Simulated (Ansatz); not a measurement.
EuO under changes of volume

One of the cells (17.013 Å³/atom); the others are scaled copies at fixed shape and fractional positions:

```xyz
2
Lattice="0.0000 2.5720 2.5720 2.5720 0.0000 2.5720 2.5720 2.5720 0.0000" Properties=species:S:1:pos:R:3 pbc="T T T"
Eu    0.0000    0.0000    0.0000
O     2.5720    2.5720    2.5720
```

| Quantity | Value |
| --- | --- |
| Program | Ansatz 0.2.0 |
| Functional | PBEsol |
| Potentials or basis | Ansatz PAW |
| Cutoff | 420 eV (not typed: the program's choice for these potentials) |
| k mesh | 9 × 9 × 9 |
| Occupations | fermi-dirac, width 0.05 eV |
| Spin | collinear spin, ferromagnetic start |
| Starting moments | [7.0, 0.0] μB |

```tsv
volume (Å³/atom)	energy over the lowest point (meV/atom)	pressure (GPa)	moment (μB per cell)
15.992	0.00	-4.4	6.93
16.333	11.03	-6.1	6.94
16.673	?	?	?
17.013	43.56	-9.1	6.97
17.354	64.29	-10.4	6.98
17.694	87.53	-11.5	6.98
18.034	112.95	-12.4	6.99
```

Problem. What does the run at 16.673 Å³/atom give?

Solution. Energy over the lowest point 25.70 meV/atom; pressure -7.7 GPa; moment 6.96 μB per cell.

Worked out: A Birch-Murnaghan fit of order 3 (a polynomial in V^(-2/3)) to the other rows has no minimum within the range. It gives 25.68 meV/atom at 16.673 Å³/atom, against the run's 25.70, and -dE/dV = -7.7 GPa, against -7.7. A straight line through the other rows of the moment, of slope 0.0301 μB per Å³/atom, gives 6.95 μB, against the run's 6.96.

Energies are extrapolated to zero smearing.

Caveats: a cell with one magnetic atom can't hold antiferromagnetic order, which such compounds often take; without U or exact exchange the open f shell lies at the Fermi level, which spoils levels, moments and volumes; the PAW data sets come from PBE, with cores solved anew for the run's functional, which leaves a small shift of forces and pressure.
